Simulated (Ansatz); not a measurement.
**MgSe (rocksalt): the band gap by level of theory**

All numbers come from the plane-wave code Ansatz. Calculated for a static, non-magnetic cell.

Structure: rocksalt MgSe, at its r2SCAN minimum. Mg is surrounded by 6 Se at 2.74 Å; Se is surrounded by 6 Mg at 2.74 Å.

Space group Fm-3m (No. 225). a = 5.473 Å, b = 5.473 Å, c = 5.473 Å, α = 90.00°, β = 90.00°, γ = 90.00°
```tsv
atom	site	symmetry	x	y	z
Mg	4a	m-3m	0.0000	0.0000	0.0000
Se	4b	m-3m	0.5000	0.0000	0.0000
```

Relaxed lattice by functional, symmetry kept:
```tsv
functional	k mesh	a (Å)	volume (Å³/atom)
PBE	8×8×8	5.508	20.89
r2SCAN	8×8×8	5.473	20.49
```

Gaps on the r2SCAN cell, each the least over its mesh and the special points:
```tsv
level	k mesh	gap (eV)	kind	edges	least direct gap (eV)	rough cost
PBE	8×8×8	1.80	indirect	Γ → X	2.53	2.7 core-seconds
PBE+SOC	8×8×8	1.67	indirect	Γ → X	2.39	10 core-seconds
r2SCAN	8×8×8	2.48	indirect	Γ → X	3.44	4 core-seconds
HSE06	6×6×6	2.66	indirect	Γ → X	3.53	100 core-seconds
PBE0	6×6×6	3.35	indirect	Γ → X	4.18	90 core-seconds
```
PBE: smearing of 0.02 eV; the others have fixed occupations.
Wave cutoffs: 420 eV, 500 eV (r2SCAN).
Costs come from shared machines and give only the order; PBE's includes the band path. The runs had 2 threads of Arm Neoverse V1, on a shared host.

With HSE06 the valence top lies at Γ and the conduction bottom at X, 2.66 eV higher; the smallest vertical gap, at Γ, is 3.53 eV. Spin-orbit coupling changes the PBE gap by -0.138 eV, to 1.67 eV; at Γ the threefold valence level splits into a fourfold and a twofold level 0.42 eV apart, the fourfold one on top.

r2SCAN covers 79 % of the step from PBE to HSE06. Spin-orbit coupling moves the least or the direct gap by up to 0.14 eV, so it has to be included where a tenth of an eV counts. All these functionals give a gap of the same kind, indirect.

r2SCAN (ground state on 6×6×6): The clamped-ion dielectric constant comes out as 5.76 in all directions. Born charges, averaged over directions: Mg +2.42, Se -2.42 e.

Only the levels marked +SOC include spin-orbit coupling.

The meshes of the hybrids are coarse, so their gaps aren't converged to the digits shown.
